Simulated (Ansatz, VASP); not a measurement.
## Co in VASP and in Ansatz

Contents of INCAR:

```
SYSTEM = Co
PREC = Accurate
ENCUT = 520
EDIFF = 1E-6
ISMEAR = -1
SIGMA = 0.1
LREAL = .False.
LASPH = .True.
NELM = 60
ALGO = Normal
ISIF = 2
LWAVE = .False.
LCHARG = .False.
GGA = RP
NBANDS = 10
```

File KPOINTS:

```
regular mesh
0
Gamma
  18 18 18
  0 0 0
```

The input POSCAR:

```
Co
1.0
   -1.3943785207      1.3943785207      1.3943785207
    1.3943785207     -1.3943785207      1.3943785207
    1.3943785207      1.3943785207     -1.3943785207
Co
1
Direct
    0.0000000000      0.0000000000      0.0000000000
```

Input for Ansatz:

```yaml
crystal:
  lattice:
    - [-1.3943785207, 1.3943785207, 1.3943785207]
    - [1.3943785207, -1.3943785207, 1.3943785207]
    - [1.3943785207, 1.3943785207, -1.3943785207]
  atoms:
    - { symbol: Co, position: [0.0, 0.0, 0.0] }
hamiltonian:
  xc: rpbe
  pseudopotentials:
    kind: paw
    azcp:
      Co: "pseudopotentials/Co.paw.azcp"
basis:
  ecutwfc: 420
  fft_grid_basis: typed
kpoints:
  mp_grid: { grid: [18, 18, 18], shift: [0, 0, 0] }
magnetization:
  spin_polarized: false
scf:
  occupations: { method: fermi_dirac, width: 0.1 }
  lower_state_search: "off"
output:
  stress: true
```

Alike in both runs: task single point; functional RPBE; k mesh 18 × 18 × 18; occupations fermi-dirac, width 0.1 eV; no spin polarisation.

|  | VASP | Ansatz |
| --- | --- | --- |
| version | VASP 6.6.1 | Ansatz 0.2.0 |
| potentials or method | VASP PAW PBE potentials, release 64 (Co) | plane waves (420 eV) with PAW, scalar-relativistic |
| plane-wave cutoff (eV) | 520 | 420 |
| valence electrons in the cell | 9 | 17 |

VASP gave:

```
pressure (GPa) : -0.5
```

Task: What did Ansatz give for the same quantities?

Result: Pressure (GPa): 0.0.

The functional is the same, so the differences come from potentials, cutoffs and numerics. The two sets of potentials don't hold the same shells in valence.

Caveats: the PAW data sets were made with another functional, which shifts forces and pressure a little (VASP); the run has no spin polarisation, though such a crystal can be magnetic. Spin polarisation is off, so any magnetic state and its effect on volume and gap are missing.
